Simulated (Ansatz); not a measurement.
The parent structure is InCuS2 in the chalcopyrite structure (space group I-42d, No. 122; a = 5.577 Å, c = 11.234 Å).

Method: PBE (Ansatz, a program for electronic structure, PAW, no spin-orbit coupling).

Base values:

Volume per atom: 21.84 Å³

It is then changed as follows: a negative pressure, −2 GPa.

Q: Estimate the effect on the volume per atom.

A: The volume per atom grows by 0.75 Å³, from 21.84 Å³ to 22.59 Å³.

Load acts through the strain it causes; cell and atoms are relaxed under it. Stability against distortions was not tested. The final runs are not spin-polarised.
